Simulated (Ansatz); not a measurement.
Structure optimisation: tellurium, omega (AlB2-type)

All numbers below come from DFT, revPBE, plane waves (420 eV) with PAW, scalar-relativistic in Ansatz. The PAW files were generated under PBE, with cores re-solved for the functional.

k-point mesh 7×7×9, Fermi-Dirac smearing 0.1 eV, no spin polarisation. Cell and atoms relax.

Starting structure:

```yaml
crystal:
  lattice:
    - [5.4620799878, 0.0, 0.0]
    - [-2.7310399939, 4.7303000269, 0.0]
    - [0.0, 0.0, 3.3482550325]
  atoms:
    - { symbol: Te, position: [0.0, 0.0, 0.0] }
    - { symbol: Te, position: [0.3333333333, 0.6666666667, 0.5] }
    - { symbol: Te, position: [0.6666666667, 0.3333333333, 0.5] }
hamiltonian:
  xc: revpbe
  pseudopotentials:
    kind: paw
    azcp:
      Te: "pseudopotentials/Te.paw.azcp"
basis:
  ecutwfc: 420
  fft_grid_basis: typed
kpoints:
  mp_grid: { grid: [7, 7, 9], shift: [0, 0, 0] }
magnetization:
  spin_polarized: false
scf:
  occupations: { method: fermi_dirac, width: 0.1 }
relax:
  max_steps: 60
  f_tol: 0.01
  cell: {}
```

**Question.** What cell does the relaxation end in?

**Answer.** P6/mmm with a = 5.587 Å, c = 3.285 Å (c/a = 0.588); 29.60 Å³ per atom against 28.84 at the start (2.6 %).

**Question.** How much energy does the relaxation gain?

**Answer.** 4.5 meV per atom.

Path of the relaxation (the plane waves are chosen anew near the end, which can shift the energy a little):

| step | E − E(final) (meV/atom) | V (Å³/atom) | P (GPa) | max force (eV/Å) |
| --- | --- | --- | --- | --- |
| 0 | 4.54 | 28.837 | 1.22 | 0.000 |
| 1 | 2.20 | 29.742 | -0.36 | 0.000 |
| 2 | 1.73 | 29.554 | -0.05 | 0.000 |
| 3 | 1.05 | 29.373 | 0.28 | 0.000 |
| 4 | 0.49 | 29.433 | 0.20 | 0.000 |
| 5 | 0.24 | 29.604 | 0.04 | 0.000 |
| 6 | 0.11 | 29.596 | 0.01 | 0.000 |
| 7 | 0.00 | 29.596 | 0.00 | 0.000 |
